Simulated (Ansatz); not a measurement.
# Putting H into Hg

Level of theory: DFT PBE, scalar-relativistic, plane waves, PAW (Ansatz).

Settings: cutoff 420 eV, Γ-centred mesh 12×12×4 on the computed 4-atom cell, Gaussian smearing of 0.01 eV; no spin polarisation for the host; each changed cell takes a mesh and smearing chosen by its own gap and starts from the host's moments or customary ones, or runs without spin. Cells and atoms are relaxed to the nearest stationary point that keeps the symmetry of their start (forces under 0.02 to 0.04 eV/Å, stress under 0.1 to 0.2 GPa); energies are at zero smearing, without zero-point or thermal terms.

Relaxed host (gap on the mesh 0.28 eV):

```
CELL_PARAMETERS angstrom
3.58388 0.00000 0.00000
-1.79194 3.10373 0.00000
0.00000 0.00000 11.31920
ATOMIC_POSITIONS crystal
Hg 0.00000 0.00000 0.00000
Hg 0.33333 0.66667 0.25000
Hg 0.00000 0.00000 0.50000
Hg 0.66667 0.33333 0.75000
```

Cases: (1) 4 H in a 1×1×1 repeat of the cell, at (0.667 0.333 0.381), (0.333 0.667 0.619), (0.333 0.667 0.881), (0.667 0.333 0.119) in fractions of that repeat, 2.47 Å from the nearest atom of the relaxed host; (2) 4 H in a 1×1×1 repeat of the cell, at (0.000 0.000 0.191), (0.000 0.000 0.809), (0.000 0.000 0.691), (0.000 0.000 0.309) in fractions of that repeat, 2.16 Å from the nearest atom of the relaxed host; (3) 1 H in a 2×1×1 repeat of the cell, at (0.333 0.333 0.381) in fractions of that repeat, 2.47 Å from the nearest atom of the relaxed host; (4) 1 H in a 2×1×1 repeat of the cell, at (0.000 0.000 0.191) in fractions of that repeat, 2.16 Å from the nearest atom of the relaxed host.

The table gives the energy per H taken from half an H2 molecule (negative: uptake is favourable), the swelling and the final surroundings.

| case | formula | energy per H (eV) | ΔV (%) | principal strains (%) | nearest host atoms of the first H | gap (eV) |
| --- | --- | --- | --- | --- | --- | --- |
| 1 | HgH | 1.05 | +17.6 | +39.2 -8.1 -8.1 | 3 (Hg) from 2.12 Å | 0.18 |
| 2 | HgH | 0.56 | +65.5 | +52.7 +4.1 +4.1 | 1 (Hg) from 1.66 Å | 0.92 |
| 3 | Hg8H | 0.72 | +5.1 | +8.7 +5.0 -8.0 | 2 (Hg) from 1.88 Å | 0 |
| 4 | Hg8H | 0.71 | +4.2 | +7.4 +4.6 -7.3 | 2 (Hg) from 1.87 Å | 0 |

Each ion keeps what symmetry its start has, so a lower place off a symmetric site can be missed, above all for H.

Relaxed structure of case 2, the lowest per ion:

```cif
data_structure
_symmetry_space_group_name_H-M 'P6_3/mmc'
_symmetry_Int_Tables_number 194
_cell_length_a 3.7314
_cell_length_b 3.7314
_cell_length_c 17.2857
_cell_angle_alpha 90.000
_cell_angle_beta 90.000
_cell_angle_gamma 120.000
_cell_volume 208.43
loop_
_atom_site_label
_atom_site_type_symbol
_atom_site_symmetry_multiplicity
_atom_site_Wyckoff_symbol
_atom_site_fract_x
_atom_site_fract_y
_atom_site_fract_z
_atom_site_occupancy
Hg1 Hg 2 a 0.00000 0.00000 0.00000 1
Hg2 Hg 2 c 0.33333 0.66667 0.25000 1
H1 H 4 e 0.00000 0.00000 0.09595 1
```

Spin-orbit coupling is left out. In HgH, Hg8H a bond of the host changes by more than 0.6 Å or the volume by a third: the framework has rearranged or swollen or shrunk strongly, and the figure may no longer describe a topotactic step.

This form of Hg, the host, isn't the element's usual structure.

Cost: 5 runs of about 16 core-minutes in all, on Intel Xeon Platinum 8488C (Sapphire Rapids) (shared hosts).